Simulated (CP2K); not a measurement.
# MoS2 (R3m) in CP2K: notebook

Aim: see how the results for MoS2 move with the level of theory and the settings. Levels: PBEsol, LDA, r2SCAN, TB-mBJ. Tasks: band structure.

All numbers are computed with CP2K 2026.2; they aren't measurements. Logs are shortened: lines on timing, memory, paths and dates and some standing lists are left out, and cuts for length are marked.

## Step 1: The crystal as given

It takes space group R3m (No. 160, trigonal). The conventional cell has a = 3.160 Å, b = 3.160 Å, c = 18.450 Å, α = 90.00°, β = 90.00°, γ = 120.00°. Mo (site symmetry 3m) is surrounded by 6 S at 2.39 Å. Around S (site symmetry 3m) lie 3 Mo at 2.39 Å. Around S (site symmetry 3m) lie 3 Mo at 2.39 Å.

Measurements of this composition are mostly on another form, of space group No. 194.

## Step 2: Band structure, PBEsol

File mos2_bands.inp:

```
&GLOBAL
  PROJECT mos2_bands
  RUN_TYPE ENERGY_FORCE
  PRINT_LEVEL LOW
&END GLOBAL
&FORCE_EVAL
  METHOD QS
  STRESS_TENSOR ANALYTICAL
  &DFT
    BASIS_SET_FILE_NAME BASIS_MOLOPT_UZH
    POTENTIAL_FILE_NAME POTENTIAL_UZH
    &MGRID
      CUTOFF 450
      REL_CUTOFF 60
      NGRIDS 4
    &END MGRID
    &QS
      METHOD GPW
      EPS_DEFAULT 1.0E-9
    &END QS
    &KPOINTS
      SCHEME MONKHORST-PACK 10 10 10
      GAMMA_CENTERED T
      SYMMETRY T
      SYMMETRY_BACKEND SPGLIB
    &END KPOINTS
    &SCF
      SCF_GUESS ATOMIC
      EPS_SCF 1.0E-6
      MAX_SCF 100
      ADDED_MOS 15
      CHOLESKY OFF
      EPS_EIGVAL 1.0E-7
      &DIAGONALIZATION ON
        ALGORITHM STANDARD
      &END DIAGONALIZATION
      &MIXING ON
        METHOD BROYDEN_MIXING
        ALPHA 0.4
        BETA 1.5
        NBUFFER 8
      &END MIXING
      &SMEAR ON
        METHOD FERMI_DIRAC
        ELECTRONIC_TEMPERATURE 580.23
      &END SMEAR
    &END SCF
    &XC
      &XC_FUNCTIONAL
        &GGA_X_PBE_SOL
        &END GGA_X_PBE_SOL
        &GGA_C_PBE_SOL
        &END GGA_C_PBE_SOL
      &END XC_FUNCTIONAL
    &END XC
    &PRINT
      &KPOINTS ON
      &END KPOINTS
      &MULLIKEN ON
      &END MULLIKEN
      &MO ON
        ENERGIES T
        OCCUPATION_NUMBERS T
        &EACH
          QS_SCF 0
        &END EACH
        ADD_LAST NUMERIC
      &END MO
      &BAND_STRUCTURE
        FILE_NAME bands.bs
        ADDED_MOS 6
        &KPOINT_SET
          UNITS B_VECTOR
          NPOINTS 8
          SPECIAL_POINT GAMMA 0.00000000 0.00000000 0.00000000
          SPECIAL_POINT L 0.50000000 0.00000000 0.00000000
          SPECIAL_POINT B1 0.50000000 0.18133401 -0.18133401
        &END KPOINT_SET
        &KPOINT_SET
          UNITS B_VECTOR
          NPOINTS 8
          SPECIAL_POINT B 0.81866599 0.50000000 0.18133401
          SPECIAL_POINT Z 0.50000000 0.50000000 0.50000000
          SPECIAL_POINT GAMMA 0.00000000 0.00000000 0.00000000
          SPECIAL_POINT X 0.34066700 0.00000000 -0.34066700
        &END KPOINT_SET
        &KPOINT_SET
          UNITS B_VECTOR
          NPOINTS 8
          SPECIAL_POINT Q 0.65933300 0.34066700 0.00000000
          SPECIAL_POINT F 0.50000000 0.50000000 0.00000000
          SPECIAL_POINT P1 0.65933300 0.65933300 0.18133401
          SPECIAL_POINT Z 0.50000000 0.50000000 0.50000000
        &END KPOINT_SET
        &KPOINT_SET
          UNITS B_VECTOR
          NPOINTS 8
          SPECIAL_POINT L 0.50000000 0.00000000 0.00000000
          SPECIAL_POINT P 0.81866599 0.34066700 0.34066700
        &END KPOINT_SET
      &END BAND_STRUCTURE
    &END PRINT
  &END DFT
  &SUBSYS
    &CELL
      ABC 6.4149071181 6.4149071181 6.4149071180
      ALPHA_BETA_GAMMA 28.5174997996 28.5174997999 28.5174998005
      PERIODIC XYZ
    &END CELL
    &COORD
      SCALED
      Mo  0.0000000000 0.0000000000 0.0000000000
      S   0.4170000000 0.4170000000 0.4170000000
      S   0.2500000000 0.2500000000 0.2500000000
    &END COORD
    &KIND Mo
      BASIS_SET TZVP-MOLOPT-PBE-GTH-q14
      POTENTIAL GTH-PBE-q14
    &END KIND
    &KIND S
      BASIS_SET TZVP-MOLOPT-PBE-GTH-q6
      POTENTIAL GTH-PBE-q6
    &END KIND
    &PRINT
      &ATOMIC_COORDINATES ON
      &END ATOMIC_COORDINATES
      &CELL ON
      &END CELL
      &SYMMETRY ON
      &END SYMMETRY
    &END PRINT
  &END SUBSYS
  &PRINT
    &FORCES ON
    &END FORCES
    &STRESS_TENSOR ON
    &END STRESS_TENSOR
  &END PRINT
&END FORCE_EVAL
```

Potentials or basis: POTENTIAL_UZH Mo GTH-PBE-q14, S GTH-PBE-q6; TZVP-MOLOPT-PBE-GTH basis.

The run is started by

```bash
> OMP_NUM_THREADS=1 cp2k.psmp -i mos2_bands.inp -o mos2_bands.out
```

mos2_bands.out:

```text

 CP2K| version string:                                       CP2K version 2026.2
 CP2K| Input file name                                            mos2_bands.inp

 GLOBAL| Force Environment number                                              1
 GLOBAL| Basis set file name                                    BASIS_MOLOPT_UZH
 GLOBAL| Potential file name                                       POTENTIAL_UZH
 GLOBAL| MM Potential file name                                     MM_POTENTIAL
 GLOBAL| Coordinate file name                                      __STD_INPUT__
 GLOBAL| Method name                                                        CP2K
 GLOBAL| Project name                                                 mos2_bands
 GLOBAL| Run type                                                   ENERGY_FORCE
 GLOBAL| FFT library                                                       FFTW3
[... 6 lines left out ...]
 GLOBAL| Total number of message passing processes                             1
 GLOBAL| Number of threads for this process                                    1
 GLOBAL| CPU model name                                 Intel(R) Xeon(R) 6975P-C

 CELL| Volume [angstrom^3]:                                            53.183867
 CELL| Vector a [angstrom]:       6.415     0.000     0.000   |a| =     6.414907
 CELL| Vector b [angstrom]:       5.637     3.063     0.000   |b| =     6.414907
 CELL| Vector c [angstrom]:       5.637     1.432     2.707   |c| =     6.414907
 CELL| Angle (b,c), alpha [degree]:                                    28.517500
 CELL| Angle (a,c), beta  [degree]:                                    28.517500
 CELL| Angle (a,b), gamma [degree]:                                    28.517500
 CELL| Numerically orthorhombic:                                              NO
 CELL| Periodicity                                                           XYZ

 CELL_REF| Volume [angstrom^3]:                                        53.183867
 CELL_REF| Vector a [angstrom     6.415     0.000     0.000   |a| =     6.414907
 CELL_REF| Vector b [angstrom     5.637     3.063     0.000   |b| =     6.414907
 CELL_REF| Vector c [angstrom     5.637     1.432     2.707   |c| =     6.414907
 CELL_REF| Angle (b,c), alpha [degree]:                                28.517500
 CELL_REF| Angle (a,c), beta  [degree]:                                28.517500
 CELL_REF| Angle (a,b), gamma [degree]:                                28.517500
 CELL_REF| Numerically orthorhombic:                                          NO
 CELL_REF| Periodicity                                                       XYZ
[... 9 lines left out ...]
 TOTAL NUMBERS AND MAXIMUM NUMBERS

  Total number of            - Atomic kinds:                                   2
                             - Atoms:                                          3
                             - Shell sets:                                     3
                             - Shells:                                        25
                             - Primitive Cartesian functions:                 14
                             - Cartesian basis functions:                     77
                             - Spherical basis functions:                     69

  Maximum angular momentum of- Orbital basis functions:                        3
                             - Local part of the GTH pseudopotential:          2
                             - Non-local part of the GTH pseudopotential:      4

 MODULE QUICKSTEP: ATOMIC COORDINATES IN ANGSTROM

   Atom Kind Element         X             Y             Z       Z(eff)     Mass
      1    1 Mo   42      0.000000      0.000000      0.000000  14.0000  95.9600
      2    2 S    16      7.375936      1.874448      1.128829   6.0000  32.0650
      3    2 S    16      4.422024      1.123770      0.676756   6.0000  32.0650

 Crystal Symmetry Information
       International Symbol:                                                 R3m
       Point Group Symbol:                                                    3m
       Schoenflies Symbol:                                                 C3v^5
       Number of Symmetry Operations:                                          6

 SCF PARAMETERS         Density guess:                                    ATOMIC
                        --------------------------------------------------------
                        max_scf:                                             100
[... 7 lines left out ...]
                        --------------------------------------------------------
                        level_shift [a.u.]:                             0.000000
                        added MOs                                        15    0
                        --------------------------------------------------------
                        Mixing method:                            BROYDEN_MIXING
                                                charge density mixing in g-space
[... 72 lines left out ...]

 SCF WAVEFUNCTION OPTIMIZATION

  Step     Update method      Time    Convergence         Total energy    Change
  ------------------------------------------------------------------------------
     1 NoMix/Diag. 0.40E+00    4.6     0.88899595       -88.6635554303 -8.87E+01
     2 Broy./Diag. 0.40E+00    4.9     0.11949276       -89.9321028116 -1.27E+00
     3 Broy./Diag. 0.40E+00    4.8     0.10070860       -88.9276510045  1.00E+00
     4 Broy./Diag. 0.40E+00    4.9     0.03548200       -88.2553096157  6.72E-01
     5 Broy./Diag. 0.40E+00    4.8     0.02666931       -88.3421260429 -8.68E-02
     6 Broy./Diag. 0.40E+00    4.8     0.00753684       -88.1612420983  1.81E-01
     7 Broy./Diag. 0.40E+00    4.8     0.00300377       -88.2008869799 -3.96E-02
     8 Broy./Diag. 0.40E+00    4.9     0.00207966       -88.2003943503  4.93E-04
     9 Broy./Diag. 0.40E+00    5.0     0.00036633       -88.2185647564 -1.82E-02
    10 Broy./Diag. 0.40E+00    4.9     0.00025403       -88.2180760490  4.89E-04
    11 Broy./Diag. 0.40E+00    4.8     0.00011645       -88.2187928410 -7.17E-04
    12 Broy./Diag. 0.40E+00    4.9     0.00004772       -88.2176219627  1.17E-03
    13 Broy./Diag. 0.40E+00    4.8     0.00001375       -88.2175560150  6.59E-05
    14 Broy./Diag. 0.40E+00    4.8     0.00000445       -88.2175592202 -3.21E-06
    15 Broy./Diag. 0.40E+00    4.9     0.00000044       -88.2175596611 -4.41E-07

  *** SCF run converged in    15 steps ***

  Electronic density on regular grids:        -26.0000000007       -0.0000000007
  Core density on regular grids:               25.9999999812       -0.0000000188
  Total charge density on r-space grids:       -0.0000000195
  Total charge density g-space grids:          -0.0000000195

  Overlap energy of the core charge distribution:               0.00000000000818
  Self energy of the core charge distribution:               -176.12885582154041
  Core Hamiltonian energy:                                     39.69259180014237
  Hartree energy:                                              60.51055194693495
  Exchange-correlation energy:                                -12.29184753941835
  Electronic entropic energy:                                  -0.00000004722556
  Fermi energy:                                                 0.34626706429254

  Total energy:                                               -88.21755966109868
  Total energy (extrapolated to T->0):                        -88.21755963748589

 MO| EIGENVALUES AND OCCUPATION NUMBERS FOR K POINT 1
 MO|
 MO|  Index      Eigenvalue [a.u.]        Eigenvalue [eV]             Occupation
 MO|      1              -1.924363             -52.364590               2.000000
 MO|      2              -0.979973             -26.666416               2.000000
 MO|      3              -0.970717             -26.414563               2.000000
 MO|      4              -0.970717             -26.414561               2.000000
 MO|      5              -0.218886              -5.956193               2.000000
 MO|      6              -0.175655              -4.779827               2.000000
[... 467 lines left out ...]
 MO|     27               0.926757              25.218345               0.000000
 MO|     28               0.951276              25.885529               0.000000
 MO| Sum:                                                              26.000000
 MO| E(Fermi):            0.346267 a.u.          9.422406 eV
 MO| Band gap:            0.108592 a.u.          2.954931 eV

 [... the levels of further k-points ...]

 !-----------------------------------------------------------------------------!
                     Mulliken Population Analysis

 #  Atom  Element  Kind  Atomic population                           Net charge
       1     Mo       1         14.415989                             -0.415989
       2     S        2          5.789741                              0.210259
       3     S        2          5.794270                              0.205730
 # Total charge                             26.000000                 -0.000000

 !-----------------------------------------------------------------------------!

 KPOINTS| Band Structure Calculation
 KPOINTS| Number of k-point sets                                               4
 KPOINTS| Number of added MOs/bands                                            6
 KPOINTS| Number of k-points in set    1                                      17
 KPOINTS| In units of b-vector [2pi/Bohr]
 KPOINTS| Special point     1       GAMMA     0.000000     0.000000     0.000000
 KPOINTS| Special point     2           L     0.500000     0.000000     0.000000
 KPOINTS| Special point     3          B1     0.500000     0.181334    -0.181334
 KPOINTS| Number of k-points in set    2                                      25
 KPOINTS| In units of b-vector [2pi/Bohr]
 KPOINTS| Special point     1           B     0.818666     0.500000     0.181334
 KPOINTS| Special point     2           Z     0.500000     0.500000     0.500000
 KPOINTS| Special point     3       GAMMA     0.000000     0.000000     0.000000
 KPOINTS| Special point     4           X     0.340667     0.000000    -0.340667
 KPOINTS| Number of k-points in set    3                                      25
 KPOINTS| In units of b-vector [2pi/Bohr]
 KPOINTS| Special point     1           Q     0.659333     0.340667     0.000000
 KPOINTS| Special point     2           F     0.500000     0.500000     0.000000
 KPOINTS| Special point     3          P1     0.659333     0.659333     0.181334
 KPOINTS| Special point     4           Z     0.500000     0.500000     0.500000
 KPOINTS| Number of k-points in set    4                                       9
 KPOINTS| In units of b-vector [2pi/Bohr]
 KPOINTS| Special point     1           L     0.500000     0.000000     0.000000
 KPOINTS| Special point     2           P     0.818666     0.340667     0.340667

 ENERGY| Total FORCE_EVAL ( QS ) energy [hartree]            -88.217564505631429

 FORCES| Atomic forces [hartree/bohr]
 FORCES|   Atom     x               y               z               |f|
 FORCES|      1  1.67026927E-03  4.24496949E-04  2.55608480E-04   1.74222065E-03
 FORCES|      2  8.70316107E-03  2.21175381E-03  1.33199447E-03   9.07805468E-03
 FORCES|      3 -1.03732948E-02 -2.63621630E-03 -1.58758245E-03   1.08201340E-02
 FORCES| Sum     1.35506205E-07  3.44606487E-08  2.04961481E-08
 FORCES| Total atomic force                                       1.41313694E-07

 STRESS| Analytical stress tensor [bar]
 STRESS|                        x                   y                   z
 STRESS|      x        4.66764758596E+04   8.00920974948E+03   4.82334858120E+03
 STRESS|      y        8.00920974948E+03   1.71945190348E+04   1.22554562196E+03
 STRESS|      z        4.82334858120E+03   1.22554562196E+03   1.58975718008E+04
 STRESS| 1/3 Trace                                             2.65895222317E+04
 STRESS| Determinant                                           1.13638346618E+13

 STRESS| Eigenvectors and eigenvalues of the analytical stress tensor [bar]
 STRESS|                        1                   2                   3
 STRESS| Eigenvalues   1.51591201277E+04   1.51595104594E+04   4.94499361080E+04
 STRESS|      x          -0.284275186865     -0.008256785653      0.958707173032
 STRESS|      y           0.835908803292     -0.491835599540      0.243627206206
 STRESS|      z           0.469514739611      0.870648935287      0.146718576781
```

Run time: 83 s. Hardware: 1 thread of Intel Xeon 6975P-C (Granite Rapids), shared host; peak memory 0.64 GiB.

What came out:

* Free energy: -2400.5220 eV
* Pressure: 2.7 GPa
* Largest force: 0.556 eV/Å
* Band gap on the k mesh: 0.91 eV, indirect (least direct gap 1.99 eV)
* Band gap along the path: 0.89 eV, indirect (least direct gap 1.75 eV)
* Mulliken charges: Mo -0.42; S +0.21 e

Forces in eV/Å, atoms in the order of the input:
```
Mo   0.086  0.022  0.013
S    0.448  0.114  0.068
S   -0.533 -0.136 -0.082
```

Levels at the corners of the path, in eV from the valence-band top:
| point | band 11 | band 12 | band 13 | band 14 | band 15 | band 16 |
| --- | --- | --- | --- | --- | --- | --- |
| Γ | -2.41 | -1.29 | -1.22 | 2.02 | 2.02 | 2.47 |
| L | -2.38 | -1.70 | -1.54 | 1.59 | 2.02 | 3.45 |
| B1 | -3.84 | -2.86 | -0.84 | 0.95 | 2.27 | 3.04 |
| B | -3.84 | -2.86 | -0.84 | 0.95 | 2.27 | 3.04 |
| Z | -2.38 | -2.38 | 0.00 | 2.12 | 2.12 | 2.33 |
| Γ | -2.41 | -1.29 | -1.22 | 2.02 | 2.02 | 2.47 |
| X | -3.76 | -2.91 | -0.82 | 0.92 | 2.27 | 3.02 |
| Q | -3.76 | -2.91 | -0.82 | 0.92 | 2.27 | 3.02 |
| F | -2.96 | -1.88 | -1.37 | 1.54 | 2.14 | 2.98 |
| P1 | -2.84 | -1.84 | -1.39 | 1.55 | 2.17 | 3.04 |
| Z | -2.38 | -2.38 | 0.00 | 2.12 | 2.12 | 2.33 |
| L | -2.38 | -1.70 | -1.54 | 1.59 | 2.02 | 3.45 |
| P | -2.84 | -1.84 | -1.39 | 1.55 | 2.17 | 3.04 |

Caveat: Mulliken charges move with the basis; the potentials were made for another functional, which shifts forces and pressure; the basis of atomic orbitals isn't converged, which shifts pressures, moduli and gaps.

(Continued in part 2 of 2.)
